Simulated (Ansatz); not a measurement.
Start of a relaxation of Si:

```
Si
1.0
     2.28136   -3.27906    0.00000
     2.28136    3.27906    0.00000
     0.00000    0.00000    4.19458
Si
3
Direct
  0.69596 0.30404 0.00000
  0.30404 0.69596 0.00000
  0.00000 0.00000 0.00000
```

Theory: Ansatz, DFT PBE, scalar-relativistic, plane waves, PAW. Cutoff 420 eV, Gaussian smearing, Γ-centred meshes. Cell and atoms relax first on a coarse mesh and then on a finer one. In between, the cell is made exact in the group found at 0.06 Å. In metals the finer mesh still leaves noise of several meV/atom or more. The steps can't lower the symmetry of their start. No spin polarisation.

A guess keeps its type if space group and coordination stay and the shape of the cell changes little (axis ratios within about 15 %, angles within 6°); the volume may change.

Q: Does this structure survive the relaxation?

A: It doesn't keep its type. The symmetry goes from Cmmm (No. 65) to P6/mmm (No. 191), and the primitive cell from 3 to 1 atom. The end has the simple hexagonal type. The volume per atom shrinks by 27.8 %, from 20.9 to 15.1 Å³. The shortest distance goes from 1.99 Å (Si–Si) to 2.49 Å (Si–Si). Counting neighbours within 15 % of an atom's shortest distance, the start has Si 1/2 and the end Si 8. In detail, at the end around Si lie 2 Si at 2.49 Å and 6 Si at 2.65 Å.

```cif
data_structure
_symmetry_space_group_name_H-M 'P6/mmm'
_symmetry_Int_Tables_number 191
_cell_length_a 2.6477
_cell_length_b 2.6477
_cell_length_c 2.4874
_cell_angle_alpha 90.000
_cell_angle_beta 90.000
_cell_angle_gamma 120.000
_cell_volume 15.10
loop_
_atom_site_label
_atom_site_type_symbol
_atom_site_symmetry_multiplicity
_atom_site_Wyckoff_symbol
_atom_site_fract_x
_atom_site_fract_y
_atom_site_fract_z
_atom_site_occupancy
Si1 Si 1 a 0.00000 0.00000 0.00000 1
```

Energies count from the standard state of Si at the same level.

Q: At what energy does it end?

A: +0.31 eV/atom. So it is a metastable form at best.

The last run used a 24×24×22 mesh (in the run's order of axes) for its 1-atom cell and Gaussian smearing of 0.10 eV. A structure relaxed within its symmetry needn't be a true minimum.

In counts of neighbours, a slash parts the counts of unlike sites.
